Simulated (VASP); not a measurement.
# MgS in VASP: one cell, several levels of theory, part 2 of 2

The system is MgS, a lower-symmetry cell derived from the zincblende prototype, a generated structure that needn't be the ground state.

VASP 6.6.1, plane waves, PAW.

## 3. Single point with r2SCAN

INCAR reads:

```
ENCUT = 520.000000
SIGMA = 0.010000
EDIFF = 1.00e-07
ALGO = Normal
METAGGA = R2SCAN
PREC = Accurate
IBRION = -1
ISIF = 2
ISMEAR = 0
NBANDS = 11
NELM = 120
NSW = 0
LASPH = .TRUE.
LCHARG = .FALSE.
LWAVE = .FALSE.
LREAL = .FALSE.
```

KPOINTS reads:

```
KPOINTS created by Atomic Simulation Environment
0
Gamma
8 8 8
0 0 0
```

KPOINTS_OPT reads:

```
special points
6
Reciprocal
0.0000000000 0.0000000000 0.0000000000 1
-0.5000000000 -0.5000000000 0.0000000000 1
-0.3750000000 -0.3750000000 0.2500000000 1
-0.3750000000 0.0000000000 0.3750000000 1
0.0000000000 0.0000000000 0.5000000000 1
-0.5000000000 -0.2500000000 0.2500000000 1
```

POSCAR reads:

```
Mg S
 1.0000000000000000
     0.0000000000000000    2.8308768411999998    2.7176417676000000
     2.8308768411999998    0.0000000000000000    2.7176417676000000
     2.8308768411999998    2.8308768411999998    0.0000000000000000
 Mg  S
   1   1
Cartesian
  0.0000000000000000  0.0000000000000000  0.0000000000000000
  1.4154384205999999  1.4154384205999999  1.3588208838000000
```

On the command line:

```sh
$ mpirun -np 1 vasp_std
```

Standard output, without the iteration lines:

```text
POSCAR found type information on POSCAR MgS
 POSCAR found :  2 types and       2 ions
 -----------------------------------------------------------------------------
|                                                                             |
|                                                                             |
|     You enforced a specific xc type in the INCAR file but a different       |
|     I HOPE YOU KNOW WHAT YOU ARE DOING!                                     |
|                                                                             |
 -----------------------------------------------------------------------------

 LDA part: xc-table for (None), standard interpolation
 POSCAR, INCAR and KPOINTS ok, starting setup
 FFT: planning ... GRIDC
 FFT: planning ... GRID_SOFT
 FFT: planning ... GRID
 WAVECAR not read
 entering main loop
 Start KPOINTS_OPT (optional k-point list driver)
k-point batch [1-6\6]
```

OSZICAR:

```text
N       E                     dE             d eps       ncg     rms          rms(c)
DAV:   1     0.161811298551E+02    0.16181E+02   -0.36141E+03  1346   0.595E+02
DAV:   2    -0.153303361633E+02   -0.31511E+02   -0.30172E+02  1609   0.104E+02
DAV:   3    -0.171767079596E+02   -0.18464E+01   -0.18437E+01  1580   0.266E+01
DAV:   4    -0.171919730355E+02   -0.15265E-01   -0.15264E-01  1601   0.294E+00
DAV:   5    -0.171921580853E+02   -0.18505E-03   -0.18505E-03  1696   0.316E-01    0.433E+00
DAV:   6    -0.154212805755E+02    0.17709E+01   -0.12296E+00  1409   0.559E+00    0.439E+00
DAV:   7    -0.154241800316E+02   -0.28995E-02   -0.26224E-01  1510   0.234E+00    0.276E+00
DAV:   8    -0.154357283747E+02   -0.11548E-01   -0.10438E-02  1421   0.765E-01    0.114E-01
DAV:   9    -0.154359751256E+02   -0.24675E-03   -0.22605E-04  1774   0.916E-02    0.984E-02
DAV:  10    -0.154361787565E+02   -0.20363E-03   -0.20879E-04  1394   0.127E-01    0.489E-02
DAV:  11    -0.154361804952E+02   -0.17387E-05   -0.14475E-06  1693   0.866E-03    0.348E-03
DAV:  12    -0.154361801741E+02    0.32117E-06   -0.73054E-08  1493   0.221E-03    0.370E-04
DAV:  13    -0.154361800954E+02    0.78690E-07   -0.16935E-08  1105   0.948E-04
   1 F= -.15436180E+02 E0= -.15436180E+02  d E =-.236332E-49
       N       E                     dE             ncg
DAV:   1     0.417371769795E+03   -0.14441E+04      132
DAV:   2     0.222710138183E+03   -0.19466E+03      166
DAV:   3     0.213136820441E+03   -0.95733E+01      173
DAV:   4     0.213068194833E+03   -0.68626E-01      172
DAV:   5     0.213067298486E+03   -0.89635E-03      161
DAV:   6     0.213067284650E+03   -0.13836E-04      184
DAV:   7     0.213067284475E+03   -0.17460E-06      161
DAV:   8     0.213067284470E+03   -0.44646E-08      154
```

From OUTCAR:

```text
k-points           NKPTS =     59   k-points in BZ     NKDIM =     59   number of bands    NBANDS=     11

   NELECT =       8.0000    total number of electrons

   dimension x,y,z NGX =    30 NGY =   30 NGZ =   30
   dimension x,y,z NGXF=    60 NGYF=   60 NGZF=   60

  energy-cutoff  :      520.00
  volume of cell :       43.56
      direct lattice vectors                 reciprocal lattice vectors
     0.000000000  2.830876841  2.717641768    -0.176623721  0.176623721  0.183983042
     2.830876841  0.000000000  2.717641768     0.176623721 -0.176623721  0.183983042
     2.830876841  2.830876841  0.000000000     0.176623721  0.176623721 -0.183983042

 k-points in reciprocal lattice and weights: KPOINTS created by Atomic Simulation Env
   0.00000000  0.00000000  0.00000000       0.002
   0.12500000  0.00000000  0.00000000       0.016
   0.25000000  0.00000000  0.00000000       0.016
   0.37500000  0.00000000  0.00000000       0.016
   0.50000000  0.00000000  0.00000000       0.008
   0.12500000  0.12500000  0.00000000       0.004
   0.25000000  0.12500000  0.00000000       0.016
   0.37500000  0.12500000  0.00000000       0.016
[... 51 more k-points ...]

 E-fermi :   1.2018

 k-point     1 :       0.0000    0.0000    0.0000
  band No.  band energies     occupation
      1     -10.8505      2.00000
      2       0.9973      2.00000
      3       0.9973      2.00000
      4       1.1004      2.00000
      5       5.3753      0.00000
      6       9.7249      0.00000
      7       9.7249      0.00000
      8       9.7615      0.00000
      9      12.2188      0.00000
     10      12.8891      0.00000
     11      15.7327      0.00000

 k-point     2 :       0.1250    0.0000    0.0000
  band No.  band energies     occupation
      1     -10.7535      2.00000
      2       0.3490      2.00000
      3       0.9295      2.00000
      4       1.0229      2.00000
      5       6.0274      0.00000
      6       9.5607      0.00000
      7       9.8924      0.00000
      8       9.9616      0.00000
      9      11.8322      0.00000
     10      12.3449      0.00000
     11      15.2103      0.00000

 k-point     3 :       0.2500    0.0000    0.0000
  band No.  band energies     occupation
      1     -10.5016      2.00000
      2      -0.8810      2.00000
      3       0.7764      2.00000
      4       0.9202      2.00000
      5       6.8698      0.00000
      6       9.6245      0.00000
      7       9.7539      0.00000
      8      10.1210      0.00000
      9      12.1767      0.00000
     10      12.2523      0.00000
     11      14.3438      0.00000

 k-point     4 :       0.3750    0.0000    0.0000
  band No.  band energies     occupation
      1     -10.2185      2.00000
      2      -1.8790      2.00000
      3       0.6362      2.00000
      4       0.8272      2.00000
      5       6.9950      0.00000
      6       9.2903      0.00000
      7       9.6963      0.00000
      8      10.3175      0.00000
      9      13.4890      0.00000
     10      13.7374      0.00000
     11      14.4634      0.00000

 k-point     5 :       0.5000    0.0000    0.0000
  band No.  band energies     occupation
      1     -10.0895      2.00000
      2      -2.2613      2.00000
      3       0.5814      2.00000
      4       0.7908      2.00000
      5       6.9452      0.00000
      6       9.0976      0.00000
      7       9.5432      0.00000
      8      10.5202      0.00000
      9      14.8442      0.00000
     10      15.1654      0.00000
     11      15.2736      0.00000

 k-point     6 :       0.1250    0.1250    0.0000
  band No.  band energies     occupation
      1     -10.7142      2.00000
      2       0.4169      2.00000
      3       0.7864      2.00000
      4       0.7864      2.00000
      5       6.2823      0.00000
      6       9.1609      0.00000
      7      10.1750      0.00000
      8      10.1750      0.00000
      9      11.5369      0.00000
     10      12.5170      0.00000
     11      16.2876      0.00000

 k-point     7 :       0.2500    0.1250    0.0000
  band No.  band energies     occupation
      1     -10.5083      2.00000
      2      -0.5509      2.00000
      3       0.5886      2.00000
      4       0.7149      2.00000
      5       7.0477      0.00000
      6       8.8883      0.00000
      7      10.0886      0.00000
      8      10.3902      0.00000
      9      11.4551      0.00000
     10      12.9176      0.00000
     11      15.4155      0.00000

 k-point     8 :       0.3750    0.1250    0.0000
  band No.  band energies     occupation
      1     -10.2312      2.00000
      2      -1.5558      2.00000
      3       0.4537      2.00000
      4       0.5638      2.00000
      5       7.3011      0.00000
      6       9.0830      0.00000
      7       9.8568      0.00000
      8       9.9888      0.00000
      9      12.6988      0.00000
     10      14.2969      0.00000
     11      15.1942      0.00000

 k-point     9 :       0.5000    0.1250    0.0000
  band No.  band energies     occupation
      1     -10.0500      2.00000
      2      -2.0956      2.00000
      3       0.3900      2.00000
      4       0.4463      2.00000
      5       7.3363      0.00000
      6       8.6943      0.00000
      7       9.5980      0.00000
      8      10.8736      0.00000
      9      13.7059      0.00000
     10      15.2906      0.00000
     11      16.2381      0.00000

 k-point    10 :      -0.3750    0.1250    0.0000
  band No.  band energies     occupation
      1     -10.1024      2.00000
      2      -1.9520      2.00000
      3       0.3062      2.00000
      4       0.5677      2.00000
      5       7.5167      0.00000
      6       8.6328      0.00000
      7       9.5351      0.00000
      8      10.8766      0.00000
      9      13.3444      0.00000
     10      14.9746      0.00000
     11      15.6217      0.00000

 k-point    11 :      -0.2500    0.1250    0.0000
  band No.  band energies     occupation
      1     -10.3459      2.00000
      2      -1.2096      2.00000
      3       0.3860      2.00000
      4       0.7603      2.00000
      5       7.5273      0.00000
      6       9.0619      0.00000
      7       9.8534      0.00000
      8       9.9417      0.00000
      9      11.5941      0.00000
     10      13.9495      0.00000
     11      15.5974      0.00000

[... the tables of k-points 12 to 59 left out ...]

  Total        0.5673733      0.5673733      0.7617884      0.0000000     -0.0000000      0.0000000
  in kB       20.8696590     20.8696590     28.0208178      0.0000000     -0.0000000      0.0000000
  external PRESSURE =      23.2533786 kB  Pullay stress =       0.0000000 kB

 POSITION                                       TOTAL-FORCE (eV/Angst)
 -----------------------------------------------------------------------------------
      0.00000      0.00000      0.00000        -0.000000     -0.000000      0.000000
      1.41544      1.41544      1.35882         0.000000      0.000000      0.000000
 -----------------------------------------------------------------------------------
    total drift:                               -0.000003     -0.000003     -0.000001

  FREE ENERGIE OF THE ION-ELECTRON SYSTEM (eV)
  ---------------------------------------------------
  free  energy   TOTEN  =       -15.4361800954 eV

  energy  without entropy=      -15.4361800954  energy(sigma->0) =      -15.43618010
```

Hardware: 1 MPI rank of Intel Xeon Platinum 8488C, shared host.

The levels at the points of KPOINTS_OPT are read from vasprun.xml.

Levels at the named points, in eV from the top of band v (v: the last filled band by count, c: the next):

| point | v−1 | v | c | c+1 |
| --- | --- | --- | --- | --- |
| Γ | -0.10 | 0.00 | 4.27 | 8.62 |
| X | -1.30 | -1.30 | 4.15 | 6.04 |
| U | -2.09 | -1.07 | 5.13 | 7.44 |
| K | -2.05 | -0.87 | 5.32 | 7.77 |
| L | -0.52 | -0.31 | 5.84 | 8.00 |
| W | -2.02 | -1.47 | 5.86 | 8.57 |

Gap with r2SCAN: 4.15 eV, valence top at Γ, conduction bottom at X. Least direct gap: 4.27 eV. The pressure is 2.33 GPa; the forces vanish within 0.01 eV/Å.

## 4. Summary

What follows sums up all 2 parts.

```
 level  gap (eV)  pressure (GPa)  Ansatz: gap (eV)  Ansatz: pressure (GPa)
   PBE      3.59            3.52              3.60                    3.66
r2SCAN      4.15            2.33              4.15                    2.61
```

What this shows: The gap spans 3.59 eV (PBE) to 4.15 eV (r2SCAN). At this one volume the pressure spans 2.3 GPa (r2SCAN) to 3.5 GPa (PBE): PBE wants the largest cell and r2SCAN the smallest. The two programs agree on the gap within 0.02 eV, far less than the spread between functionals. Datasets and cutoffs are each program's own. VASP's cell holds 8 valence electrons and Ansatz's 16.
